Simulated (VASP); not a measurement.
Al16P16H (a cell with a defect), 33 atoms in the cell. The cell holds a defect, 33 atoms: a = 9.476 Å, b = 9.476 Å, c = 9.476 Å, α = 109.47°, β = 109.47°, γ = 109.47°. 

* Program: VASP 6.6.1
* Task: single point
* Functional: PBEsol
* Potentials or basis: VASP PAW PBE potentials, release 64 (Al, P, H)
* Cutoff: 520 eV
* k mesh: 2 × 2 × 2, shifted
* Occupations: gaussian, width 0.02 eV
* Spin: no spin polarisation
* Dipole correction: no
* Charge: -1
* Further INCAR settings: LREAL = Auto; ALGO = Fast; EDIFF = 1e-06; NBANDS = 86; NELECT = 130.0

Potentials or basis: VASP PAW PBE potentials, release 64 (Al, P, H).

Command:

```console
$ cat potpaw_PBE.64/Al/POTCAR potpaw_PBE.64/P/POTCAR potpaw_PBE.64/H/POTCAR > POTCAR
$ mpirun -np 1 vasp_std > vasp.out
```

Hardware: 1 thread of AMD EPYC 9R45 96-Core Processor (Zen 5) (shared host).

Problem. Estimate the wall time of this run.

Solution. Run time: 5 min on 1 thread of AMD EPYC 9R45 96-Core Processor (Zen 5) (shared host), peak memory 0.74 GiB. Counts: scf iterations 18, k points 4.
